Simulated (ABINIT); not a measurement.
Input of an ABINIT 10.8.3 (patched build) run:

The input run.abi:

```
# Datasets: ground state, then fixed potential
ndtset 2

# Pseudopotentials
pp_dirpath "./"
pseudos "W.LDA_PW-JTH.xml"

# Structure
acell 2.7407019351 2.7407019351 2.7407019351 Angstrom
rprim
    -0.5773502692     0.5773502692     0.5773502692
     0.5773502692    -0.5773502692     0.5773502692
     0.5773502692     0.5773502692    -0.5773502692
ntypat 1
znucl 74
natom 1
typat 1
xcart
     0.0000000000     0.0000000000     0.0000000000

# Plane-wave basis
ecut 15.0
pawecutdg 30.0

# Exchange and correlation
ixc 2

# Bands and occupations
occopt 3
tsmear 0.05 eV

# SCF cycle
nstep 100

# Output
iomode 3
prtwf 0
prteig 0
prtebands 0
enunit 1
prtden1 1

# Dataset 1
kptopt1 1
ngkpt1 12 12 12
nshiftk1 1
shiftk1 0.0 0.0 0.0
nband1 11
tolvrs1 1.0e-9

# Dataset 2: bands along G-H-N-G-P-H
iscf2 -2
getden2 1
nband2 15
nbdbuf2 2
tolwfr2 1.0e-12
kptopt2 -5
ndivsm2 8
prteig2 1
prtvol2 -3
kptbounds2
     0.0000000000     0.0000000000     0.0000000000
     0.5000000000    -0.5000000000     0.5000000000
     0.0000000000     0.0000000000     0.5000000000
     0.0000000000     0.0000000000     0.0000000000
     0.2500000000     0.2500000000     0.2500000000
     0.5000000000    -0.5000000000     0.5000000000
```

Potentials or basis: JTH PAW LDA v2.0.

Run with:

```console
$ abinit run.abi > log 2>&1
```

What does it give for the band gap on the k mesh?

None (metal or under the smearing width).

Levels at the corners of the path, in eV from the Fermi level:
| point | band 5 | band 6 | band 7 | band 8 | band 9 | band 10 |
| --- | --- | --- | --- | --- | --- | --- |
| Γ | -9.56 | -1.19 | -1.19 | -1.19 | 2.25 | 2.25 |
| H | -5.78 | -5.78 | 5.22 | 5.22 | 5.22 | 8.40 |
| N | -6.21 | -3.51 | 0.85 | 2.15 | 3.12 | 6.21 |
| Γ | -9.56 | -1.19 | -1.19 | -1.19 | 2.25 | 2.25 |
| P | -2.87 | -2.87 | -2.87 | 3.28 | 3.28 | 6.60 |
| H | -5.78 | -5.78 | 5.22 | 5.22 | 5.22 | 8.40 |

Caveat: spin-orbit coupling is left out, which moves the levels of the heavy elements.
